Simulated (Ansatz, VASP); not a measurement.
## ZrN: VASP beside Ansatz

INCAR

```
  ALGO = Normal
  EDIFF = 1E-7
  ENCUT = 520
  GGA = PE
  ISIF = 2
  ISMEAR = -1
  LASPH = True
  LCHARG = False
  LREAL = False
  LWAVE = False
  NBANDS = 16
  NELM = 60
  PREC = Accurate
  SIGMA = 0.05
```

KPOINTS

```
k-points
0
Gamma
  10 10 10
```

POSCAR

```
ZrN
1.0
    0.0000000000      2.2845632933      2.2845632933
    2.2845632933      0.0000000000      2.2845632933
    2.2845632933      2.2845632933      0.0000000000
Zr N
1 1
Direct
    0.5000000000      0.5000000000      0.5000000000
    0.0000000000      0.0000000000      0.0000000000
```

The input input.yaml:

```yaml
crystal:
  lattice:
    - [0.0, 2.2845632933, 2.2845632933]
    - [2.2845632933, 0.0, 2.2845632933]
    - [2.2845632933, 2.2845632933, 0.0]
  atoms:
    - { symbol: Zr, position: [0.5, 0.5, 0.5] }
    - { symbol: "N", position: [0.0, 0.0, 0.0] }
hamiltonian:
  xc: pbe
  pseudopotentials: { kind: paw }
kpoints:
  mp_grid: { grid: [10, 10, 10] }
scf:
  occupations: { method: fermi_dirac, width: 0.05 }
output:
  forces: true
  stress: true
  eigenvalues: true
  write_density: true
  write_potential: true
  elf: true
  volumetric_format: npy
```

Change from the starting cell: volume scaled by 0.98.

Alike in both runs: task single point; functional PBE; k mesh 10 × 10 × 10; occupations fermi-dirac, width 0.05 eV; no spin polarisation.

|  | VASP | Ansatz |
| --- | --- | --- |
| version | VASP 6.6.1 | Ansatz 0.2.0 |
| potentials or method | VASP PAW PBE potentials, release 64 (Zr_sv, N) | Ansatz PAW |
| plane-wave cutoff (eV) | 520 | 420 |
| valence electrons in the cell | 17 | 17 |

Ansatz gave:

```
gap on the k mesh at the Fermi level (eV) : none
pressure (GPa)                            : 4.3
```

Q: Which values does VASP return?

A: gap on the k mesh at the Fermi level (eV): none; pressure (GPa): 4.6.

A gap of «none» marks a metal or a gap that the smearing closes. With one functional, cell and mesh, what is left measures potentials, basis and numerics.

Caveats: the pressure holds a Pulay correction of +0.4 GPa for the finite cutoff (Ansatz).
